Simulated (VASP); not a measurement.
Here is a VASP 6.6.1 calculation.

INCAR

```
ALGO = Fast ; EDIFF = 1E-6
ENCUT = 520 ; GGA = PE
ISIF = 2 ; ISMEAR = -1
IVDW = 12 ; LASPH = True
LCHARG = False ; LREAL = Auto
LWAVE = False ; NBANDS = 66
NELM = 100 ; PREC = Accurate
SIGMA = 0.02
```

The input KPOINTS:

```
k-points
0
Gamma
  1 1 1
```

Contents of POSCAR:

```
H4CO
1.0
    7.3803230000      0.0000000000      0.0000000000
    0.0000000000      7.3803230000      0.0000000000
    0.0000000000      0.0000000000      7.3803230000
C O H
6 6 24
Direct
    0.6376414691      0.4035053750      0.2052755686
    0.6792656636      0.5233375287      0.7209305067
    0.2078093330      0.6065588186      0.5705712338
    0.4418912289      0.0464613812      0.7319869334
    0.1553726036      0.1766182862      0.2598124770
    0.7298867543      0.9406227885      0.3587783353
    0.7767546217      0.2920874872      0.1227182062
    0.7831771049      0.3497678896      0.7453738813
    0.0765278159      0.7241823969      0.4731229243
    0.2856921032      0.1136671119      0.8237037864
    0.2730910287      0.0272210308      0.2159390585
    0.8257226682      1.0304291560      0.4939079225
    0.5604768247      0.4878783761      0.1038572431
    0.7782586209      0.3115446302     -0.0133327498
    0.5397460247      0.3086314786      0.2688771210
    0.7103483140      0.4958184079      0.3043769223
    0.5337706764      0.4756160401      0.7150906539
    0.7281795119      0.2615468185      0.6728025318
    0.7158629778      0.5893508997      0.8490549804
    0.7271226476      0.5985645886      0.6076427820
    0.2958407105      0.6985737616      0.6441994476
   -0.0382639080      0.6597814215      0.4940840665
    0.1546951265      0.4914419057      0.6548764871
    0.2952716297      0.5465885436      0.4645460639
    0.4358481329      0.1110791492      0.5979142105
    0.2690803641      0.0330337846      0.9392678342
    0.5750696819      0.0543878635      0.8008050596
    0.4215262665     -0.0906464392      0.6808374105
    0.0060566455      0.1515380831      0.2684841842
    0.2603138101     -0.0702272787      0.3045530663
    0.1999370488      0.2211014342      0.3877879058
    0.1850461016      0.2840255095      0.1723772794
    0.8100729467      0.9069792745      0.2248953061
    0.9531290162      0.9807565333      0.5105196615
    0.6965413302      0.8038401571      0.4011748537
    0.6123444733      1.0159717942      0.3175470775
```

Potentials or basis: VASP PAW PBE potentials, release 64 (C, O, H).

Command:

```console
$ cat potpaw_PBE.64/C/POTCAR potpaw_PBE.64/O/POTCAR potpaw_PBE.64/H/POTCAR > POTCAR
$ mpirun -np 1 vasp_gam > vasp.out
```

Problem. Predict the band gap on the k mesh.

Solution. 4.35 eV, direct.

Problem. Predict the pressure.

Solution. -0.9 GPa.

Problem. Estimate the largest force.

Solution. 3.494 eV/Å.

Forces in eV/Å, atoms in the order of the input:
```
C    0.574 -0.023 -0.436
C   -0.096 -2.893  1.958
C    0.409 -0.022 -1.090
C   -0.669 -0.002 -0.987
C   -0.679 -1.429  0.816
C    1.583 -1.562 -2.207
O   -0.496  0.598 -1.056
O    0.619  2.601  0.871
O   -0.230 -1.365  1.108
O    0.099 -1.600  2.176
O    0.028 -0.435 -0.783
O    1.637  0.491  0.896
H    0.437 -0.404  0.572
H   -0.031 -0.184  0.962
H    0.151  0.542  0.231
H   -0.830 -0.548 -0.418
H    0.749  1.060 -0.097
H   -0.635 -1.693 -1.445
H   -0.527  0.541 -0.262
H    0.049  0.512 -0.964
H   -0.001  0.000  0.618
H    0.246  0.504 -0.417
H   -0.217  0.926 -0.354
H   -0.132 -0.149  0.115
H    0.639  0.756  0.083
H    0.252  1.567 -1.565
H   -0.383  0.253 -0.006
H    0.092 -0.844  0.518
H    0.831 -0.137 -0.486
H   -0.342  0.166 -0.124
H    0.195  0.740  1.829
H    0.201  1.103 -1.566
H   -0.561  0.908  1.398
H   -1.682  0.267 -0.298
H   -0.722 -0.580  0.375
H   -0.560  0.334  0.033
```

PBE gaps usually lie below the measured ones, often by a third to a half.
